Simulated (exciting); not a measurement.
Input of an exciting (release sodium) run:

input.xml

```xml
<input>
  <title>Li</title>
  <structure speciespath="./" tshift="false">
    <crystal scale="1">
      <basevect>-3.315807944575 3.315807944575 3.315807944575</basevect>
      <basevect>3.315807944575 -3.315807944575 3.315807944575</basevect>
      <basevect>3.315807944575 3.315807944575 -3.315807944575</basevect>
    </crystal>
    <species speciesfile="Li.xml" rmt="1.7">
      <atom coord="0.000000000000 0.000000000000 0.000000000000"/>
    </species>
  </structure>
  <groundstate do="fromscratch" ngridk="11 11 11" rgkmax="7" gmaxvr="14" lmaxapw="10" lmaxmat="10" lmaxvr="8" xctype="GGA_PBE" stype="Gaussian" swidth="0.00073499" nempty="8" ValenceRelativity="zora" epsengy="1e-05" epspot="1e-05" maxscl="60" tforce="true" outputlevel="normal"/>
</input>
```

Potentials or basis: all-electron LAPW+lo, shipped species files, valence relativity zora.

Launch:

```sh
$ OMP_NUM_THREADS=1 exciting_smp
```

Problem. What does it give for the band gap on the k mesh?

Solution. None (metal or under the smearing width).
